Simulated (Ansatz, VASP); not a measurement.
## GaAs: VASP beside Ansatz

INCAR

```
PREC = Accurate
ENCUT = 520
EDIFF = 1E-6
ISMEAR = -1
SIGMA = 0.02
LREAL = False
LASPH = True
NELM = 100
ALGO = Normal
ISIF = 2
LWAVE = False
LCHARG = False
GGA = PE
NBANDS = 16
```

Contents of KPOINTS:

```
regular mesh
0
Gamma
  8 8 8
```

Contents of POSCAR:

```
GaAs
1.0
    0.0000000000      2.8330831656      2.8330831656
    2.8330831656      0.0000000000      2.8330831656
    2.8330831656      2.8330831656      0.0000000000
Ga As
1 1
Direct
    0.0000000000      0.0000000000      0.0000000000
    0.2500000000      0.2500000000      0.2500000000
```

Input for Ansatz:

```yaml
crystal:
  lattice:
    - [0.0, 2.8330831656, 2.8330831656]
    - [2.8330831656, 0.0, 2.8330831656]
    - [2.8330831656, 2.8330831656, 0.0]
  atoms:
    - { symbol: Ga, position: [0.0, 0.0, 0.0] }
    - { symbol: As, position: [0.25, 0.25, 0.25] }
kpoints:
  mp_grid: { grid: [8, 8, 8] }
  band_path:
    path:
      - [[0.0, 0.0, 0.0], [-0.5, -0.5, -9.374813646252e-34], [-0.375, -0.375, 0.25]]
      - [[-0.375, 1.777849594966e-17, 0.375], [0.0, 0.0, 0.0], [7.249847953943e-20, 7.249847953943e-20, 0.5], [-0.5, -0.25, 0.25], [-0.5, -0.5, -9.374813646252e-34]]
    npoints: 10
hamiltonian:
  xc: pbe
scf:
  occupations: { method: fermi_dirac, width: 0.02 }
  n_extra_bands: 4
output:
  forces: true
  stress: true
  eigenvalues: true
```

Alike in both runs: task single point; functional PBE; k mesh 8 × 8 × 8; occupations fermi-dirac, width 0.02 eV; no spin polarisation.

|  | VASP | Ansatz |
| --- | --- | --- |
| version | VASP 6.6.1 | Ansatz 0.2.0 |
| potentials or method | VASP PAW PBE potentials, release 64 (Ga_d, As) | plane waves, PAW |
| plane-wave cutoff (eV) | 520 | 420 |
| valence electrons in the cell | 18 | 28 |

Ansatz gave:

| Quantity | Value |
| --- | --- |
| pressure (GPa) | 2.8 |

Problem. Which values does VASP return?

Solution. Pressure (GPa): 2.9.

The functional is the same, so the differences come from potentials, cutoffs and numerics. The two sets of potentials don't hold the same shells in valence.
